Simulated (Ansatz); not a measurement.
The system is SiNi.

```
CELL_PARAMETERS angstrom
2.94277 0.00000 0.00000
0.00000 3.28033 0.00000
0.00000 0.00000 4.67745
ATOMIC_POSITIONS crystal
Ni 0.50000 0.50000 0.34250
Ni 0.00000 0.00000 0.65750
Si 0.50000 0.50000 0.84314
Si 0.00000 0.00000 0.15686
```

The cell is a database's computed one.

Base run:

```yaml
Program: Ansatz 0.2.0
Functional: PBEsol
Potentials_or_basis: Ansatz PAW
Cutoff: 420 eV
Density_cutoff: 1680 eV
k_mesh: 9 × 8 × 6
Occupations: fermi-dirac, width 0.05 eV
Spin: collinear spin, ferromagnetic start
Starting_moments: "[1.0, 1.0, 0.0, 0.0] μB"
Hubbard_terms: Ni d U = 8 eV
```

Its results: band gap on the k mesh none (metal or under the smearing width); pressure -0.8 GPa; net moment 0.00 μB per cell; largest force 0.211 eV/Å.

Problem. The run is repeated on the same cell with these changes: hubbard terms from Ni d U = 8 eV to none; hubbard projectors from ortho-atomic (the default) to none. What comes out?

Solution. Band gap on the k mesh none (metal or under the smearing width); pressure 0.2 GPa; net moment 0.00 μB per cell; largest force 0.092 eV/Å.

Caveats: the PAW data sets come from PBE, with cores solved anew for the run's functional, which leaves a small shift of forces and pressure; the magnetic or orbital state may not be the lowest (some runs); the U is typed as a test and isn't derived for this compound (some runs).

Not every run made on this cell is shown here.
